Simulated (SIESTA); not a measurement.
The system is Si2Mo.

```
Mo Si
1.0
    -1.60000    1.60000    3.93050
     1.60000   -1.60000    3.93050
     1.60000    1.60000   -3.93050
Mo Si
1 2
Direct
  0.00000 0.00000 0.00000
  0.66700 0.66700 0.00000
  0.33300 0.33300 0.00000
```

| Quantity | Value |
| --- | --- |
| Program | SIESTA 5.4.2 |
| Task | single point |
| Functional | PBE |
| Potentials or basis | PseudoDojo 0.4 standard (PBE files) |
| Basis | DZP (energy shift 0.002 Ry) |
| Grid cutoff | 800 Ry |
| Energy shift | 0.002 Ry |
| k mesh | 12 × 12 × 12 |
| Occupations | fermi-dirac, width 0.05 eV |
| Spin | no spin polarisation |

On this cell: pressure 2.7 GPa; largest force 0.280 eV/Å; band gap on the k mesh none (metal or under the smearing width).

The same run follows on a disturbed copy (atoms moved at random, drawn with an rms of 0.05 Å):

```
CELL_PARAMETERS angstrom
-1.60000 1.60000 3.93050
1.60000 -1.60000 3.93050
1.60000 1.60000 -3.93050
ATOMIC_POSITIONS crystal
Mo 0.01766 0.00186 0.00664
Si 0.67784 0.69432 0.02500
Si 0.33200 0.34581 0.01150
```

Q: What does the disturbed cell give?

A: The energy (extrapolated to zero smearing) moves by +19.8 meV/atom; pressure 3.0 GPa; largest force 0.953 eV/Å; band gap on the k mesh none (metal or under the smearing width).

Forces in eV/Å, atoms in the order of the input:
```
Mo   0.642 -0.281 -0.375
Si  -0.513  0.046 -0.540
Si  -0.128  0.235  0.915
```

Stress tensor (GPa, compression positive):
```
 3.25 -0.35 -0.24
-0.35  3.47  0.10
-0.24  0.10  2.32
```

Caveats: semicore shells carry a single zeta, which can move pressures by several GPa and volumes by a few percent; the basis of atomic orbitals isn't converged, which shifts pressures, moduli and gaps.
